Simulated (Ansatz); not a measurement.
GaP:

```xyz
2
Lattice="0.0000 2.7252 2.7252 2.7252 0.0000 2.7252 2.7252 2.7252 0.0000" Properties=species:S:1:pos:R:3 pbc="T T T"
Ga    0.0000    0.0000    0.0000
P     4.0879    4.0879    4.0879
```

Base run:

| Item | Value |
| --- | --- |
| Program | Ansatz 0.2.0 |
| Functional | BLYP |
| Potentials or basis | Ansatz PAW |
| Cutoff | 420 eV |
| Density cutoff | 1680 eV |
| k mesh | 8 × 8 × 8 |
| Occupations | fermi-dirac, width 0.05 eV |
| Spin | no spin polarisation |

Its results: band gap on the k mesh 1.67 eV, indirect (least direct gap 1.71 eV); pressure 6.3 GPa.

**Question.** The run is repeated on the same cell with these changes: functional from BLYP to PBE; cutoff from 420 eV to 500 eV; density cutoff from 1680 eV to 2000 eV. What comes out?

**Answer.** Band gap on the k mesh 1.64 eV, indirect (least direct gap 1.83 eV); pressure 2.5 GPa.

PBE binds more tightly than BLYP, so the same cell stands under less pressure.

Caveats: the potentials were made for another functional, which shifts forces and pressure (some runs); the PAW data sets come from PBE, with cores solved anew for the run's functional, which leaves a small shift of forces and pressure (some runs).

Not every run made on this cell is shown here.
